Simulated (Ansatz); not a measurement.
# Two-dimensional strain map in HgTe

Theory: DFT PBEsol, scalar-relativistic, plane waves, PAW in Ansatz 0.2.0. The runs took a 420 eV cutoff, a Γ-centred 12×12×8 mesh and Gaussian smearing (0.15 eV). Spin–orbit coupling is left out, which can shift energies with elements as heavy as these. No spin polarisation. Energies are free energies at this smearing, counted from the undisturbed cell; pressure is positive in compression.

Reference structure (relaxed at this level; with this scan's settings it stands at 0.1 GPa; this rock-salt form isn't the usual structure):

```xyz
4
Lattice="2.9995 -3.0001 0.0000 2.9995 3.0001 0.0000 0.0000 0.0000 6.0087" Properties=species:S:1:pos:R:3 pbc="T T T"
Hg    2.9995    1.5012    4.5065
Hg    2.9995   -1.5012    1.5022
Te    2.9995   -1.4993    4.5065
Te    2.9995    1.4993    1.5022
```

The cell is strained by p along both x and y and by q along z, fractional coordinates fixed. Points are written (p, q).

Energy above the undisturbed cell in meV/atom (a dash: not computed):

```
 p \ q  -0.050  -0.025  0.000  0.025  0.050
-0.050   142.3   100.7   75.2   61.2   55.1
-0.025    62.8       –   17.2      –   15.8
 0.000    26.9     5.9    0.0    4.4   15.5
 0.025    22.3       –   12.4      –      –
 0.050    40.5       –   45.2      –   89.3
```

Pressure in GPa:

| p \ q | -0.050 | -0.025 | 0.000 | 0.025 | 0.050 |
| --- | --- | --- | --- | --- | --- |
| -0.050 | 13.8 | 10.9 | 8.6 | 6.7 | 5.3 |
| -0.025 | 8.1 | – | 3.6 | – | 0.9 |
| 0.000 | 4.0 | 1.7 | 0.1 | -1.2 | -2.2 |
| 0.025 | 1.0 | – | -2.4 | – | – |
| 0.050 | -1.1 | – | -4.2 | – | -5.8 |

Cost: 18 runs of about 6.7 core-minutes in all, on Intel Xeon 6975P-C (Granite Rapids) (shared hosts).